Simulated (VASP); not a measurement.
# CaO: convergence, band structure

CaO, Fm-3m (no. 225), 2 atoms in the cell. RPBE; PAW potentials Ca_sv, O (PBE set). VASP 6.6.1.

Wanted: band energies at the path's corners within 0.02 eV; smallest gap over path and mesh within 0.01 eV.

What the run is for: bands; Accuracy asked: standard; Route: fixed density (ICHARG 11).

Band energies at the path's corners: counted from the valence top.

POSCAR:
```
CaO
1.0
    0.0000000000      2.4035556960      2.4035556960
    2.4035556960      0.0000000000      2.4035556960
    2.4035556960      2.4035556960      0.0000000000
Ca O
1 1
Direct
    0.0000000000      0.0000000000      0.0000000000
    0.5000000000      0.5000000000      0.5000000000
```

The series start from Plane-wave cutoff (eV): 460; k-point mesh: 6 × 6 × 6; k points a path segment: 12; Electronic threshold (eV): 1e-6; Precision mode (PREC): Accurate; Bands in all (NBANDS): 20; Aspherical gradient terms in the spheres (LASPH): yes. Each series keeps the choices made before it, and each single choice may use up half of a tolerance. Times cover all steps of a run.

## Plane-wave cutoff (eV)

| Plane-wave cutoff (eV) | Band energies at the path's corners, largest deviation (eV) | Smallest gap over path and mesh (eV) | Time (s) |
|---|---|---|---|
| 320 | 0.043 | 3.767 | 18 |
| 400 | 0.020 | 3.759 | 20 |
| 460 | 0.001 | 3.745 | 24 |
| 520 | 0.002 | 3.744 | 44 |
| 640 (reference) | 0.000 | 3.745 | 46 |

Chosen: 460, the loosest value from which every tighter one stays within half of the tolerance.

## k-point mesh

| k-point mesh | Band energies at the path's corners, largest deviation (eV) | Smallest gap over path and mesh (eV) | Time (s) |
|---|---|---|---|
| 3 × 3 × 3 | 0.040 | 3.712 | 22 |
| 4 × 4 × 4 | 0.007 | 3.739 | 24 |
| 5 × 5 × 5 | 0.001 | 3.744 | 23 |
| 6 × 6 × 6 | 0.000 | 3.745 | 24 |
| 8 × 8 × 8 | 0.000 | 3.745 | 28 |
| 10 × 10 × 10 (reference) | 0.000 | 3.745 | 32 |

Chosen: 5 × 5 × 5.

## Electronic threshold (eV)

| Electronic threshold (eV) | Band energies at the path's corners, largest deviation (eV) | Smallest gap over path and mesh (eV) | Time (s) |
|---|---|---|---|
| 0.001 | 0.001 | 3.743 | 12 |
| 0.0001 | 0.001 | 3.743 | 11 |
| 1e-5 | 0.001 | 3.743 | 12 |
| 1e-6 | 0.000 | 3.744 | 14 |
| 1e-7 (reference) | 0.000 | 3.744 | 14 |

Chosen: 0.001.

## Precision mode (PREC)

| Precision mode (PREC) | Band energies at the path's corners, largest deviation (eV) | Smallest gap over path and mesh (eV) | Time (s) |
|---|---|---|---|
| SingleN | 0.004 | 3.744 | 7.9 |
| Normal | 0.000 | 3.743 | 8.2 |
| Accurate (reference) | 0.000 | 3.743 | 12 |

Chosen: SingleN.

## Bands in all (NBANDS)

| Bands in all (NBANDS) | Band energies at the path's corners, largest deviation (eV) | Smallest gap over path and mesh (eV) | Time (s) |
|---|---|---|---|
| 10 | 0.164 | 3.737 | 5.1 |
| 11 | 0.008 | 3.736 | 5.4 |
| 12 | 0.008 | 3.735 | 5.9 |
| 20 | 0.000 | 3.744 | 7.9 |
| 30 (reference) | 0.000 | 3.744 | 11 |

Chosen: 20.

## Aspherical gradient terms in the spheres (LASPH)

| Aspherical gradient terms in the spheres (LASPH) | Band energies at the path's corners, largest deviation (eV) | Smallest gap over path and mesh (eV) | Time (s) |
|---|---|---|---|
| yes | 0.000 | 3.744 | 7.9 |
| no | 0.000 | 3.744 | 6.8 |

Chosen: yes; no other choice that stays within half of the tolerance saves 30 % of the time.

Also changed on the way, by series that aren't shown: k points a path segment: 5.

## All choices together

| Input | Band energies at the path's corners, largest deviation (eV) | Smallest gap over path and mesh (eV) | Time (s) |
|---|---|---|---|
| the program's defaults (naive) | 0.019 | 3.759 | 12 |
| chosen settings | 0.005 | 3.744 | 7.9 |
| reference settings throughout | 0.000 | 3.745 | 180 |

The tolerance is met.

## The input

INCAR.step1:
```
GGA      = RP             # functional
ISMEAR   = 0              # smearing method
SIGMA    = 0.03           # smearing width, eV
LWAVE    = F              # write WAVECAR
LCHARG   = T              # write CHGCAR
NBANDS   = 20             # bands
PREC     = SingleN        # precision mode
LASPH    = T              # aspherical terms in the spheres
LREAL    = F              # projectors in reciprocal space
ALGO     = Normal         # electronic algorithm
EDIFF    = 0.001          # SCF threshold, eV
NELM     = 120            # most SCF steps
GGA_COMPAT= F            
ENCUT    = 460            # plane-wave cutoff, eV
EFERMI   = MIDGAP        
```

INCAR.step2, as INCAR.step1 but for:
```
- LCHARG = T
+ LCHARG = F
+ ICHARG = 11
```

KPOINTS.step1:
```
Automatic mesh
0
Gamma
  5 5 5
  0 0 0
```

KPOINTS.step2:
```
path GXWKGLUWLK,UX
5
line-mode
reciprocal
 0.0000000000  0.0000000000  0.0000000000  G
 0.5000000000  0.0000000000  0.5000000000  X

 0.5000000000  0.0000000000  0.5000000000  X
 0.5000000000  0.2500000000  0.7500000000  W

 0.5000000000  0.2500000000  0.7500000000  W
 0.3750000000  0.3750000000  0.7500000000  K

 0.3750000000  0.3750000000  0.7500000000  K
 0.0000000000  0.0000000000  0.0000000000  G

 0.0000000000  0.0000000000  0.0000000000  G
 0.5000000000  0.5000000000  0.5000000000  L

 0.5000000000  0.5000000000  0.5000000000  L
 0.6250000000  0.2500000000  0.6250000000  U

 0.6250000000  0.2500000000  0.6250000000  U
 0.5000000000  0.2500000000  0.7500000000  W

 0.5000000000  0.2500000000  0.7500000000  W
 0.5000000000  0.5000000000  0.5000000000  L

 0.5000000000  0.5000000000  0.5000000000  L
 0.3750000000  0.3750000000  0.7500000000  K

 0.6250000000  0.2500000000  0.6250000000  U
 0.5000000000  0.0000000000  0.5000000000  X
```

Commands (each step's output is kept before the next begins):
```
cat potpaw_PBE.64/Ca_sv/POTCAR potpaw_PBE.64/O/POTCAR > POTCAR
cp INCAR.step1 INCAR
cp KPOINTS.step1 KPOINTS
mpirun -np 1 vasp_std > vasp.out
cp INCAR.step2 INCAR
cp KPOINTS.step2 KPOINTS
mpirun -np 1 vasp_std > vasp.out
```

Limits: RPBE gaps are mostly well below measured ones.

The chosen input took VASP 6.6.1 7.9 s on 1 core (Intel Xeon Platinum 8124M @ 3.00GHz (Skylake/Cascade Lake)), a shared host.

## An input that fails: fixed density asked without a density file

VASP's message: ERROR: charge density could not be read from file CHGCAR for ICHARG>10.

Changes against the starting input:
```
- LCHARG = True
- NELM = 120
+ LCHARG = False
+ NELM = 70
+ ICHARG = 11
```
